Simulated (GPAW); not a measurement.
**Moving the functional in TiAl**

It takes space group P4/mmm (No. 123, tetragonal). The conventional cell has a = 2.837 Å, b = 2.837 Å, c = 4.059 Å, α = 90.00°, β = 90.00°, γ = 90.00°. Around Ti (site symmetry 4/mmm) lie 4 Ti at 2.84 Å and 8 Al at 2.85 Å. Around Al (site symmetry 4/mmm) lie 4 Al at 2.84 Å and 8 Ti at 2.85 Å.

Kept alike: task band structure; k mesh 9 × 9 × 7; occupations fermi-dirac, width 0.05 eV; no spin polarisation. Program: GPAW, potentials by row: the program's PAW data sets (release 1.2.1) made for this functional (LDA, RPBE, revPBE); GPAW PAW data sets (gpaw-data 1.2.1) (PBE, SCAN on files made for PBE, TPSS on files made for PBE); PAW data sets generated for this functional (PBEsol, PW91), cutoff 600 eV. The mesh is that of the run's cell of 2 atoms. No spin-orbit coupling.

| functional | pressure (GPa) |
| --- | --- |
| LDA | -7.37 |
| PBE | -0.80 |
| PBEsol | -3.96 |
| PW91 | -0.92 |
| RPBE | 1.90 |
| SCAN | -2.30 |
| TPSS | -2.67 |
| revPBE | 1.22 |

Pressure is positive in compression; the values hold the error of the finite cutoff, so their zero can differ a little from the energy's minimum. For a metal such a mesh leaves the last digits unconverged. Runs of this series that gave no sound value for these columns are left out.

Question: What does the functional change here?

Answer: The pressure runs from -7.37 (LDA) to 1.90 GPa (RPBE). From PBE: LDA -6.57; PBEsol -3.16; PW91 -0.12; RPBE +2.70; SCAN -1.50; TPSS -1.87; revPBE +2.02. A positive pressure means that the functional's own cell is larger than the one given, a negative one that it is smaller.
